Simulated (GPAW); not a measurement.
# BN (F-43m) in GPAW: settings compared

Aim: see how the results for BN move with the level of theory and the settings. Levels: PBE, LDA, PBEsol. Tasks: band structure.

Everything below comes from runs of GPAW 26.7.0. Logs are shortened: lines on timing, memory, paths and dates and some standing lists are left out, and cuts for length are marked. The log counts tension as positive stress, the text compression.

**Experimental background.**

From a printed reference work, monograph, for a bulk crystal of BN at 300 K: band gap 6.4 eV (indirect).

The results are compared with them further down.

## 1. The structure

It takes space group F-43m (No. 216, cubic). The conventional cell has a = 3.626 Å, b = 3.626 Å, c = 3.626 Å, α = 90.00°, β = 90.00°, γ = 90.00°. N (site symmetry -43m) has 4 B at 1.57 Å as nearest neighbours. Around B (site symmetry -43m) lie 4 N at 1.57 Å.

The cell is a database's computed one.

## 2. Band structure, PBE

Input file run.py:

```python
from ase import Atoms
from ase.dft.bandgap import bandgap
from ase.io import write
from ase.units import GPa
from gpaw import GPAW, PW

atoms = Atoms(['N', 'B'],
              cell=[[0.0, 1.813001, 1.813001],
                    [1.813001, 0.0, 1.813001],
                    [1.813001, 1.813001, 0.0]],
              scaled_positions=[[0.25, 0.25, 0.25],
                                [0.0, 0.0, 0.0]],
              pbc=True)

calc = GPAW(mode=PW(800),
            xc='PBE',
            kpts={'size': (13, 13, 13), 'gamma': True},
            occupations={'name': 'fermi-dirac', 'width': 0.05},
            nbands=11,
            convergence={'density': 1e-05, 'energy': 1e-05},
            maxiter=150,
            txt='gpaw.txt')
atoms.calc = calc
energy = atoms.get_potential_energy()
forces = atoms.get_forces()
stress = atoms.get_stress()
calc.write('gs.gpw')
write('result.traj', atoms)
print(f'Energy: {energy:.6f} eV')
print('Forces (eV/A):')
print(forces.round(4))
print('Stress (GPa):', (stress / GPa).round(3))
print('Fermi level:', round(calc.get_fermi_level(), 4), 'eV')
print(f'Gap: {bandgap(calc)[0]:.4f} eV, direct: {bandgap(calc, direct=True)[0]:.4f} eV')

path = atoms.cell.bandpath('GXWKGLUWLK,UX', npoints=100, eps=1e-4)
bs_calc = calc.fixed_density(kpts=path, symmetry='off', nbands=18,
                             convergence={'bands': 'CBM+6.0', 'eigenstates': 1e-6}, txt='bands.txt')
bs = bs_calc.band_structure()
bs.write('bs.json')
print(f'Gap on the path: {bandgap(bs_calc)[0]:.4f} eV')
```

Potentials or basis: GPAW PAW data sets (gpaw-data 1.2.1), pw.

Launch:

```
OMP_NUM_THREADS=1 python run.py
```

gpaw.txt:

```text
__  _  _
 | _ |_)|_||  |
 |__||  | ||/\| - 26.7.0

Input parameters:
  mode=PW(ecut=800.0),
  convergence={'density': 1e-05, 'energy': 1e-05},
  kpts=MonkhorstPack(size=(13, 13, 13), gamma=True),
  maxiter=150,
  nbands=11,
  occupations=Occupations(name='fermi-dirac', width=0.05),
  xc=XC(name='PBE')

Diagonalizing LCAO Hamiltonian
Converting LCAO to pw mode

          N
       B

Atoms  # Å, Bohr magnetons
|   | symbol |        x |        y |        z |    initial magnetic moments |
|---|--------|----------|----------|----------|-----------------------------|
| 0 |      N | 0.906501 | 0.906501 | 0.906501 | ( 0.0000,  0.0000,  0.0000) |
| 1 |      B | 0.000000 | 0.000000 | 0.000000 | ( 0.0000,  0.0000,  0.0000) |

Unit cell  # Å
| periodic |        x |        y |        z |  lengths |    angles |
|----------|----------|----------|----------|----------|-----------|
|      yes | 0.000000 | 1.813001 | 1.813001 | 2.563971 | 60.000000 |
|      yes | 1.813001 | 0.000000 | 1.813001 | 2.563971 | 60.000000 |
|      yes | 1.813001 | 1.813001 | 0.000000 | 2.563971 | 60.000000 |

Number of symmetries: 24
Symmetry operations  # r_c * U_cc + t_c -> r_c
|    | kind |            matrix            |
|----|------|------------------------------|
|  0 |  E   |  1, 0, 0,  0, 1, 0,  0, 0, 1 |
|  1 |  σ   |  1, 0, 0,  0, 0, 1,  0, 1, 0 |
|  2 |  σ   |  1, 0,-1,  0, 1,-1,  0, 0,-1 |
|  3 |  C3  |  1, 0,-1,  0, 0,-1,  0, 1,-1 |
|  4 |  C3  |  1,-1, 0,  0,-1, 1,  0,-1, 0 |
|  5 |  σ   |  1,-1, 0,  0,-1, 0,  0,-1, 1 |
|  6 |  σ   |  0, 1, 0,  1, 0, 0,  0, 0, 1 |
|  7 |  C3  |  0, 1, 0,  0, 0, 1,  1, 0, 0 |
|  8 |  C2  |  0, 1,-1,  1, 0,-1,  0, 0,-1 |
|  9 |  S4  |  0, 1,-1,  0, 0,-1,  1, 0,-1 |
| 10 |  C3  |  0, 0, 1,  1, 0, 0,  0, 1, 0 |
| 11 |  σ   |  0, 0, 1,  0, 1, 0,  1, 0, 0 |
| 12 |  S4  |  0, 0,-1,  1, 0,-1,  0, 1,-1 |
| 13 |  C3  |  0, 0,-1,  0, 1,-1,  1, 0,-1 |
| 14 |  S4  |  0,-1, 1,  1,-1, 0,  0,-1, 0 |
| 15 |  C2  |  0,-1, 1,  0,-1, 0,  1,-1, 0 |
| 16 |  C3  |  0,-1, 0,  1,-1, 0,  0,-1, 1 |
| 17 |  S4  |  0,-1, 0,  0,-1, 1,  1,-1, 0 |
| 18 |  S4  | -1, 1, 0, -1, 0, 1, -1, 0, 0 |
| 19 |  C3  | -1, 1, 0, -1, 0, 0, -1, 0, 1 |
| 20 |  C3  | -1, 0, 1, -1, 1, 0, -1, 0, 0 |
| 21 |  S4  | -1, 0, 1, -1, 0, 0, -1, 1, 0 |
| 22 |  σ   | -1, 0, 0, -1, 1, 0, -1, 0, 1 |
| 23 |  C2  | -1, 0, 0, -1, 0, 1, -1, 1, 0 |

BZ-sampling:
  Number of BZ points: 2197
  Number of IBZ points: 84

  Monkhorst-Pack size: [13, 13, 13]
  Monkhorst-Pack shift: [0, 0, 0]

K-points  # in reciprocal-cell coordinates
|     |                                coordinates |     weight |
|-----|--------------------------------------------|------------|
|   0 | (  0.00000000,   0.00000000,   0.00000000) | 0.00045517 |
|   1 | (  0.07692308,   0.07692308,   0.00000000) | 0.00273100 |
|   2 | (  0.07692308,   0.07692308,   0.07692308) | 0.00364133 |
|   3 | (  0.15384615,   0.07692308,   0.07692308) | 0.00546199 |
|   4 | (  0.15384615,   0.15384615,   0.00000000) | 0.00273100 |
|   5 | (  0.15384615,   0.15384615,   0.07692308) | 0.01092399 |
|   6 | (  0.15384615,   0.15384615,   0.15384615) | 0.00364133 |
|   7 | (  0.23076923,   0.15384615,   0.07692308) | 0.01092399 |
|   8 | (  0.23076923,   0.15384615,   0.15384615) | 0.01092399 |
|   9 | (  0.23076923,   0.23076923,   0.00000000) | 0.00273100 |
| ... |                                            |            |
|  83 | (  0.46153846,   0.46153846,   0.46153846) | 0.00364133 |

Plane wave coefficients: 623
Cutoff: 800.0 eV

Spin-components: 1 (collinear spins)
Bands:           11
Projectors:      10
Spin-degeneracy: 2
Datatype:        complex128

Parallelization:
  kpt:    1
  domain: 1
  band:   1

Density:
  Valence electrons: 8.0
  Components: 1
  Grid points: [18 18 18]
  Charge: 0.0  # |e|

Potential:
  Grid points: [18 18 18]

species:
  N:
    name:    Nitrogen
    Z:       7.0
    valence: 5
    core:    2
    charge:  0.0  # [|e|]
    compensation charges:
      type: gauss
      rc: 0.18  # [Å]
      lmax: 2
    cutoffs:
      filter: 1.11  # [Å]
      core: 0.96  # [Å]
    projectors
    | kind |    occ | energy [eV] | rcut [Å] |
    |------|--------|-------------|----------|
    |   2s |  2.000 |     -18.583 |    0.603 |
    |   2p |  3.000 |      -7.089 |    0.529 |
    |    s |        |       8.629 |    0.603 |
    |    p |        |      20.123 |    0.529 |
    |    d |        |       0.000 |    0.577 |

    Using partial waves for N as LCAO basis

  B:
    name:    Boron
    Z:       5.0
    valence: 3
    core:    2
    charge:  0.0  # [|e|]
    compensation charges:
      type: gauss
      rc: 0.20  # [Å]
      lmax: 2
    cutoffs:
      filter: 1.14  # [Å]
      core: 1.38  # [Å]
    projectors
    | kind |    occ | energy [eV] | rcut [Å] |
    |------|--------|-------------|----------|
    |   2s |  2.000 |      -9.443 |    0.635 |
    |   2p |  1.000 |      -3.606 |    0.635 |
    |    s |        |      17.768 |    0.635 |
    |    p |        |      23.605 |    0.635 |
    |    d |        |       0.000 |    0.635 |

    Using partial waves for B as LCAO basis

Reference energy: -2151.211071  # eV

eigensolver:
  PPCG
  Converge bands: occupied
  niter=2

density mixing:
  MSR1-Mixer
  Pratt-step length: 0.05
  Maximum mixing coefficient: 0.75
  Old densities: 10
  SVD Regularization: 0.005
  Good broyden scale: 1.0
  Trust region scale: 1.0
  Backstep threshold: 4.0
  History deletion threshold: 6.0
  Fourier metric: weight=20.0, sigma=0.015

occupation numbers:
  Fermi-Dirac:
    width: 0.0500  # eV

poisson solver:
  ecut: 6400.0  # eV

xc functional:
  name: PBE with 2 nearest neighbor stencil

convergence criteria:
- Maximum integral of absolute [dens]ity change: 1e-05 electrons / valence electron
- Maximum [total energy] change in last 3 cyles: 1e-05 eV / valence electron
- Maximum integral of absolute [eigenst]ate change: 4e-08 eV^2 / valence electron
maximum number of iterations: 150

SCF iterations
|iter     | |      energy | eigst |  dens |
|---------|-|-------------|-------|-------|
|iter:   1| |  -18.328310 | +0.10 |       |
|iter:   2| |  -18.154821 | -2.09 | -0.74 |
|iter:   3| |  -17.511374 | -1.38 | -0.78 |
|iter:   4| |  -17.503949 | -2.90 | -1.38 |
|iter:   5| |  -17.503674 | -3.46 | -1.83 |
|iter:   6| |  -17.503741 | -5.34 | -2.58 |
|iter:   7| |  -17.503741c| -7.03 | -3.56 |
|iter:   8| |  -17.503741c| -8.72c| -4.32 |
|iter:   9| |  -17.503741c| -8.75c| -5.39c|

Converged in 9 steps
Energy contributions relative to reference atoms: (reference = -2151.211071)

Energy contributions:
  Kinetic:          15.731802
  Coulomb:         -15.158113
  Zero:              0.099222
  External:          0.000000
  Xc:              -18.176652
  Entropy:           0.000000
  Spinorbit:         0.000000
  ----------------------------
  Free energy:     -17.503741
  Extrapolated:    -17.503741

dipole moment: (-7.306944, -7.306944, -7.306944)  # |e|*Ang

Fermi level: 12.190
Eigenvalues  # (at kpt = [0.000, 0.000, 0.000])
| band index |      eig [eV] | occ [0-2] |
|------------|---------------|-----------|
|          0 |       -10.173 |     2.000 |
|          1 |         9.950 |     2.000 |
|          2 |         9.950 |     2.000 |
|          3 |         9.950 |     2.000 |
|          4 |        18.736 |     0.000 |
|          5 |        18.736 |     0.000 |
|          6 |        18.736 |     0.000 |
|          7 |        20.166 |     0.000 |
|          8 |        34.537 |     0.000 |
|          9 |        37.639 |     0.000 |
|         10 |        38.108 |     0.000 |

Gap: 4.534 eV
Transition (v -> c):
  (s=0, k=0, n=3, [0.00, 0.00, 0.00]) -> (s=0, k=77, n=4, [0.46, 0.46, 0.00])
Direct/indirect transitions are different
Direct gap: 8.787 eV
Transition at: (s=0, k=0, n=3, [0.00, 0.00, 0.00])

Forces  # eV/Ang
|        x |        y |        z |
|----------|----------|----------|
| -0.00000 | -0.00000 | -0.00000 |  # N    0
|  0.00000 | -0.00000 | -0.00000 |  # B    1

Stress tensor  # eV/Ang^3
|        x |        y |        z |
|----------|----------|----------|
| 0.009999 | 0.000000 | 0.000000 |
| 0.000000 | 0.009999 | 0.000000 |
| 0.000000 | 0.000000 | 0.009999 |

# Writing to gs.gpw (mode='')
```

It took 28 s on 1 thread of Arm Neoverse V1, shared host; peak memory 0.19 GiB.

What came out:

```yaml
Free_energy: -17.5037 eV
Pressure: -1.6 GPa
Band_gap_on_the_k_mesh: 4.53 eV, indirect (least direct gap 8.79 eV)
Band_gap_along_the_path: 4.46 eV, indirect (least direct gap 8.79 eV)
```

Levels at the corners of the path, in eV from the valence-band top:
| point | band 1 | band 2 | band 3 | band 4 | band 5 | band 6 | band 7 | band 8 |
| --- | --- | --- | --- | --- | --- | --- | --- | --- |
| Γ | -20.12 | 0.00 | 0.00 | 0.00 | 8.79 | 8.79 | 8.79 | 10.22 |
| X | -14.59 | -8.86 | -4.86 | -4.86 | 4.46 | 9.18 | 17.79 | 17.79 |
| W | -14.29 | -7.55 | -6.90 | -6.44 | 9.56 | 13.22 | 14.46 | 14.52 |
| K | -14.51 | -8.08 | -7.59 | -4.04 | 6.89 | 12.79 | 15.72 | 16.56 |
| Γ | -20.12 | 0.00 | 0.00 | 0.00 | 8.79 | 8.79 | 8.79 | 10.22 |
| L | -15.95 | -10.61 | -1.92 | -1.92 | 10.04 | 10.67 | 10.67 | 15.17 |
| U | -14.51 | -8.08 | -7.59 | -4.04 | 6.89 | 12.79 | 15.72 | 16.56 |
| W | -14.29 | -7.55 | -6.90 | -6.44 | 9.56 | 13.22 | 14.46 | 14.52 |
| L | -15.95 | -10.61 | -1.92 | -1.92 | 10.04 | 10.67 | 10.67 | 15.17 |
| K | -14.51 | -8.08 | -7.59 | -4.04 | 6.89 | 12.79 | 15.72 | 16.56 |
| U | -14.51 | -8.08 | -7.59 | -4.04 | 6.89 | 12.79 | 15.72 | 16.56 |
| X | -14.59 | -8.86 | -4.86 | -4.86 | 4.46 | 9.18 | 17.79 | 17.79 |

## 3. Band structure, LDA

Changes to run.py since step 2:

```diff
@@ -15,3 +15,3 @@
 calc = GPAW(mode=PW(800),
-            xc='PBE',
+            xc='LDA',
             kpts={'size': (13, 13, 13), 'gamma': True},
```

Potentials or basis: the program's PAW data sets (release 1.2.1) made for this functional, pw.

Launch:

```
OMP_NUM_THREADS=1 python run.py
```

gpaw.txt:

```text
__  _  _
 | _ |_)|_||  |
 |__||  | ||/\| - 26.7.0

Input parameters:
  mode=PW(ecut=800.0),
  convergence={'density': 1e-05, 'energy': 1e-05},
  kpts=MonkhorstPack(size=(13, 13, 13), gamma=True),
  maxiter=150,
  nbands=11,
  occupations=Occupations(name='fermi-dirac', width=0.05),
  xc=XC(name='LDA')

Diagonalizing LCAO Hamiltonian
Converting LCAO to pw mode

          N
       B

Atoms  # Å, Bohr magnetons
|   | symbol |        x |        y |        z |    initial magnetic moments |
|---|--------|----------|----------|----------|-----------------------------|
| 0 |      N | 0.906501 | 0.906501 | 0.906501 | ( 0.0000,  0.0000,  0.0000) |
| 1 |      B | 0.000000 | 0.000000 | 0.000000 | ( 0.0000,  0.0000,  0.0000) |

Unit cell  # Å
| periodic |        x |        y |        z |  lengths |    angles |
|----------|----------|----------|----------|----------|-----------|
|      yes | 0.000000 | 1.813001 | 1.813001 | 2.563971 | 60.000000 |
[... 180 lines left out ...]
  Coulomb:         -15.323182
  Zero:              0.101183
  External:          0.000000
  Xc:              -20.205176
  Entropy:          -0.000000
  Spinorbit:         0.000000
  ----------------------------
  Free energy:     -19.475035
  Extrapolated:    -19.475035

dipole moment: (-7.333818, -7.333818, -7.333818)  # |e|*Ang

Fermi level: 11.930
Eigenvalues  # (at kpt = [0.000, 0.000, 0.000])
| band index |      eig [eV] | occ [0-2] |
|------------|---------------|-----------|
|          0 |       -10.274 |     2.000 |
|          1 |         9.691 |     2.000 |
|          2 |         9.691 |     2.000 |
|          3 |         9.691 |     2.000 |
|          4 |        18.344 |     0.000 |
|          5 |        18.344 |     0.000 |
|          6 |        18.344 |     0.000 |
|          7 |        19.990 |     0.000 |
|          8 |        34.020 |     0.000 |
|          9 |        37.411 |     0.000 |
|         10 |        37.688 |     0.000 |

Gap: 4.420 eV
Transition (v -> c):
  (s=0, k=0, n=3, [0.00, 0.00, 0.00]) -> (s=0, k=77, n=4, [0.46, 0.46, 0.00])
Direct/indirect transitions are different
Direct gap: 8.652 eV
Transition at: (s=0, k=0, n=3, [0.00, 0.00, 0.00])

Forces  # eV/Ang
|       x |       y |       z |
|---------|---------|---------|
| 0.00000 | 0.00000 | 0.00000 |  # N    0
| 0.00000 | 0.00000 | 0.00000 |  # B    1

Stress tensor  # eV/Ang^3
|         x |         y |         z |
|-----------|-----------|-----------|
|  0.096640 |  0.000000 | -0.000000 |
|  0.000000 |  0.096640 | -0.000000 |
| -0.000000 | -0.000000 |  0.096640 |

# Writing to gs.gpw (mode='')
```

bands.txt:

```text
Diagonalizing LCAO Hamiltonian
Converting LCAO to pw mode
convergence criteria:
- Maximum integral of absolute [eigenst]ate change: 1e-06 eV^2 / valence electron
maximum number of iterations: 150

SCF iterations
|iter     | |      energy | eigst |  dens |
|---------|-|-------------|-------|-------|
|iter:   1| |             | +0.84 |       |
[... 104 lines left out ...]
         [0.375     , 0.375     , 0.75      ],
         [0.625     , 0.25      , 0.625     ],
         [0.60416667, 0.20833333, 0.60416667],
         [0.58333333, 0.16666667, 0.58333333],
         [0.5625    , 0.125     , 0.5625    ],
         [0.54166667, 0.08333333, 0.54166667],
         [0.52083333, 0.04166667, 0.52083333],
         [0.5       , 0.        , 0.5       ]])),
  maxiter=150,
  nbands=18,
  occupations=Occupations(name='fermi-dirac', width=0.05),
  symmetry=Symmetry(point_group=False, time_reversal=False),
  xc=XC(name='LDA')
```

Run time: 27 s. Hardware: 1 thread of Arm Neoverse V1, shared host; peak memory 0.19 GiB.

What came out:

| Quantity | Value |
| --- | --- |
| Free energy | -19.4750 eV |
| Pressure | -15.5 GPa |
| Band gap on the k mesh | 4.42 eV, indirect (least direct gap 8.65 eV) |
| Band gap along the path | 4.35 eV, indirect (least direct gap 8.65 eV) |

Levels at the corners of the path, in eV from the valence-band top:
| point | band 2 | band 3 | band 4 | band 5 | band 6 | band 7 |
| --- | --- | --- | --- | --- | --- | --- |
| Γ | 0.00 | 0.00 | 0.00 | 8.65 | 8.65 | 8.65 |
| X | -8.83 | -4.88 | -4.88 | 4.35 | 9.10 | 17.57 |
| W | -7.47 | -6.96 | -6.50 | 9.40 | 13.13 | 14.20 |
| K | -8.03 | -7.66 | -4.06 | 6.78 | 12.69 | 15.54 |
| Γ | 0.00 | 0.00 | 0.00 | 8.65 | 8.65 | 8.65 |
| L | -10.63 | -1.93 | -1.93 | 10.10 | 10.53 | 10.53 |
| U | -8.03 | -7.66 | -4.06 | 6.78 | 12.69 | 15.54 |
| W | -7.47 | -6.96 | -6.50 | 9.40 | 13.13 | 14.20 |
| L | -10.63 | -1.93 | -1.93 | 10.10 | 10.53 | 10.53 |
| K | -8.03 | -7.66 | -4.06 | 6.78 | 12.69 | 15.54 |
| U | -8.03 | -7.66 | -4.06 | 6.78 | 12.69 | 15.54 |
| X | -8.83 | -4.88 | -4.88 | 4.35 | 9.10 | 17.57 |

Caveat: so large a pressure means that the cell lies far from this level's equilibrium, or that cutoff or potentials fall short.

(Part 1 of 2 ends here.)
